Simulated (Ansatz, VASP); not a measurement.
**Two plane-wave programs on GaN**

File INCAR:

```
PREC = Accurate
ENCUT = 600
EDIFF = 1E-7
ISMEAR = 0
SIGMA = 0.02
LREAL = False
LASPH = True
NELM = 80
ALGO = Normal
ISIF = 3
LWAVE = False
LCHARG = False
GGA = PE
IVDW = 12
IBRION = 2
NSW = 100
EDIFFG = -0.01
```

The input KPOINTS:

```
Automatic mesh
0
Gamma
  12 12 6
```

File POSCAR:

```
GaN
1.0
    3.1889305100      0.0000000000      0.0000000000
   -1.5944652600      2.7616946700      0.0000000000
    0.0000000000      0.0000000000      5.1923570600
Ga N
2 2
Direct
    0.6666666900      0.3333333400      0.4990837000
    0.3333333400      0.6666666900      0.9990837000
    0.6666666900      0.3333333400      0.8759163000
    0.3333333400      0.6666666900      0.3759163000
```

Input for Ansatz:

```yaml
crystal:
  lattice:
    - [3.18893051, 0.0, 0.0]
    - [-1.59446526, 2.76169467, 0.0]
    - [0.0, 0.0, 5.19235706]
  atoms:
    - { symbol: Ga, position: [0.66666669, 0.33333334, 0.4990837] }
    - { symbol: Ga, position: [0.33333334, 0.66666669, 0.9990837] }
    - { symbol: "N", position: [0.66666669, 0.33333334, 0.8759163] }
    - { symbol: "N", position: [0.33333334, 0.66666669, 0.3759163] }
basis:
  ecutwfc: 420
kpoints:
  mp_grid: { grid: [12, 12, 6] }
hamiltonian:
  xc: pbe
  dispersion: d3bj
scf:
  occupations: { method: gaussian, width: 0.02 }
output:
  forces: true
  stress: true
  eigenvalues: true
  write_density: true
  write_potential: true
  elf: true
  volumetric_format: npy
relax:
  adjacent_minimum: "off"
  f_tol: 0.01
  max_steps: 80
  cell: { stress_tol: 0.05 }
```

Alike in both runs: task relaxation of cell and atoms; functional PBE; dispersion D3(BJ); k mesh 12 × 12 × 6; occupations gaussian, width 0.02 eV; no spin polarisation.

|  | VASP | Ansatz |
| --- | --- | --- |
| version | VASP 6.6.1 | Ansatz 0.2.0 |
| potentials or method | VASP PAW PBE potentials, release 64 (Ga_d, N) | scalar-relativistic, plane waves, PAW |
| plane-wave cutoff (eV) | 600 | 420 |
| valence electrons in the cell | 36 | 36 |

```tsv
	VASP	Ansatz	Ansatz less VASP
gap on the k mesh at the Fermi level, each at its own relaxed structure (eV)	1.85	1.84	-0.012
relaxed volume (Å³/atom)	11.52	11.52	+0.005
relaxed cell length with the largest relative difference (Å)	5.207	5.209	+0.0021
```

Ansatz warned: «structure_snapped_to_symmetry».

As with any semilocal functional, this PBE gap is likely too small.
